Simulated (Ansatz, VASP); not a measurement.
One calculation of Re, two programs

File INCAR:

```
SYSTEM = Re
ALGO     = Normal         ! electronic algorithm
EDIFF    = 1E-6           ! SCF threshold, eV
EDIFFG   = -0.02          ! ionic threshold
ENCUT    = 600            ! plane-wave cutoff, eV
GGA      = PE             ! functional
IBRION   = 2              ! ionic algorithm
ISIF     = 3              ! what is computed and relaxed
ISMEAR   = -1             ! smearing method
IVDW     = 13             ! dispersion correction
LASPH    = .TRUE.         ! aspherical terms in the spheres
LCHARG   = .FALSE.        ! write CHGCAR
LREAL    = .FALSE.        ! projectors in reciprocal space
LWAVE    = .FALSE.        ! write WAVECAR
NELM     = 60             ! most SCF steps
NSW      = 80             ! ionic steps
PREC     = Accurate       ! precision mode
SIGMA    = 0.05           ! smearing width, eV
```

The input KPOINTS:

```
k-points
0
G
  11 11 6
  0 0 0
```

The input POSCAR:

```
Re
1.0
    2.7608000000      0.0000000000      0.0000000000
   -1.3804000000      2.3909229348      0.0000000000
    0.0000000000      0.0000000000      4.4582000000
Re
2
Direct
    0.6666666667      0.3333333333      0.7500000000
    0.3333333333      0.6666666667      0.2500000000
```

The input input.yaml:

```yaml
crystal:
  lattice:
    - [2.7608, 0.0, 0.0]
    - [-1.3804, 2.3909229348, 0.0]
    - [0.0, 0.0, 4.4582]
  atoms:
    - { symbol: Re, position: [0.6666666667, 0.3333333333, 0.75] }
    - { symbol: Re, position: [0.3333333333, 0.6666666667, 0.25] }
kpoints:
  mp_grid: { grid: [11, 11, 6] }
scf:
  occupations: { method: fermi_dirac, width: 0.05 }
hamiltonian:
  xc: pbe
  dispersion: d4
  pseudopotentials: { kind: all_electron, lapw: { basis_error: 0.001 } }
output:
  forces: true
  stress: true
relax:
  f_tol: 0.02
  max_steps: 60
  cell: {}
```

Alike in both runs: task relaxation of cell and atoms; functional PBE; dispersion D4; k mesh 11 × 11 × 6; occupations fermi-dirac, width 0.05 eV; no spin polarisation.

|  | VASP | Ansatz |
| --- | --- | --- |
| version | VASP 6.6.1 | Ansatz 0.2.0 |
| potentials or method | VASP PAW PBE potentials, release 64 (Re) | all-electron LAPW, scalar-relativistic |
| plane-wave cutoff (eV) | 600 | see its input |

|  | VASP | Ansatz | Ansatz less VASP |
| --- | --- | --- | --- |
| relaxed volume (Å³/atom) | 14.66 | 14.67 | +0.015 |
| relaxed cell length with the largest relative difference (Å) | 4.453 | 4.457 | +0.0034 |

Ansatz ran all-electron here, so the differences hold the error of VASP's frozen core and of both bases.

Caveats: pairwise dispersion overbinds metals, which lowers pressure and volume (VASP). The runs have no spin-orbit coupling, so splittings on Re are missing.
